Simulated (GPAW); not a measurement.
A run of GPAW 26.7.0:

Contents of run.py:

```python
import numpy as np
from ase import Atoms
from ase.dft.bandgap import bandgap
from ase.io import write
from gpaw import GPAW, PW
from gpaw.response.df import DielectricFunction

atoms = Atoms(['Pb', 'S'],
              cell=[[0.0, 2.96575, 2.96575],
                    [2.96575, 0.0, 2.96575],
                    [2.96575, 2.96575, 0.0]],
              scaled_positions=[[0.0, 0.0, 0.0],
                                [0.5, 0.5, 0.5]],
              pbc=True)

calc = GPAW(mode=PW(450),
            xc='PBE',
            kpts={'size': (6, 6, 6), 'gamma': True},
            occupations={'name': 'fermi-dirac', 'width': 0.001},
            nbands=19,
            convergence={'density': 1e-06},
            maxiter=150,
            txt='gpaw.txt')
atoms.calc = calc
energy = atoms.get_potential_energy()
calc.write('gs.gpw')
write('result.traj', atoms)
print(f'Energy: {energy:.6f} eV')
print('Fermi level:', round(calc.get_fermi_level(), 4), 'eV')
print(f'Gap: {bandgap(calc)[0]:.4f} eV, direct: {bandgap(calc, direct=True)[0]:.4f} eV')

for size in [(14, 14, 14), (20, 20, 20)]:
    name = 'x'.join(str(n) for n in size)
    dense = calc.fixed_density(kpts={'size': size, 'gamma': True},
                               nbands=36, convergence={'bands': 30, 'eigenstates': 1e-7},
                               update_fermi_level=True, txt=f'dense-{name}.txt')
    dense.write(f'{name}.gpw', mode='all')
    df = DielectricFunction(f'{name}.gpw', frequencies=np.array([0.0]), hilbert=False, eta=0.001,
                            ecut=80, nbands=30, intraband=False, txt=f'df-{name}.txt')
    for xc in ['RPA', 'LR0.1', 'ALDA_X']:
        for direction in ['x', 'y', 'z', [0, 1, 1], [1, 0, 1], [1, 1, 0]]:
            e0, e = df.get_macroscopic_dielectric_constant(xc=xc, direction=direction)
            print(f'{name} {xc} {direction}: {e0:.4f} without, {e:.4f} with local fields')
```

Potentials or basis: GPAW PAW data sets (gpaw-data 1.2.1), pw.

Run with:

```console
$ OMP_NUM_THREADS=1 python run.py
```

Hardware: 1 thread of AMD EPYC 7R43 64-Core Processor (Zen 3), on a shared host.

**Question.** Estimate the wall time of this run.

**Answer.** Wall time 4.9 min on 1 thread of AMD EPYC 7R43 64-Core Processor (Zen 3) (shared host), peak memory 1.3 GiB. Counts: scf iterations 31, plane waves 1158, bands 19, k points 16.
